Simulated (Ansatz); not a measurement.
Input of an Ansatz 0.2.0 run:

input.yaml

```yaml
crystal:
  lattice:
    - [0.0, 3.24504255, 3.24504255]
    - [3.24504255, 0.0, 3.24504255]
    - [3.24504255, 3.24504255, 0.0]
  atoms:
    - { symbol: Pt, position: [0.0, 0.0, 0.0], spin: 0.5 }
    - { symbol: Te, position: [0.25, 0.25, 0.25] }
hamiltonian:
  xc: r2scan
  pseudopotentials: { kind: paw }
  hubbard: { sites: [{ species: Pt, l: d, u_eff: 5.0 }] }
magnetization:
  spin_polarized: true
kpoints:
  mp_grid: { grid: [5, 5, 5] }
scf:
  occupations: { method: gaussian, width: 0.05 }
output:
  forces: true
  stress: true
  eigenvalues: true
```

Potentials or basis: Ansatz PAW.

The run is started by

```sh
$ ansatz run input.yaml --threads 2 --pin off --max-ram 5632MiB --backend cpu --events-out ev --progress --plain --runs-dir out
```

What does it give for the pressure?

-12.0 GPa.

What does it give for the band gap on the k mesh?

None (metal or under the smearing width).

What does it give for the site moments?

Pt +0.09; Te +0.05 μB.

Estimate the absolute moment.

0.19 μB per cell.

Eigenvalues of the final occupation matrices:
```
  site  spin  trace               eigenvalues
site 1     1   4.69  0.91 0.91 0.91 0.98 0.98
site 1     2   4.62  0.89 0.89 0.89 0.97 0.97
```

Caveat: the magnetic or orbital state may not be the lowest; the PAW data sets come from PBE, with cores solved anew for the run's functional, which leaves a small shift of forces and pressure; the U is typed as a test and isn't derived for this compound. The run has no spin-orbit coupling, so splittings on Pt, Te are missing.
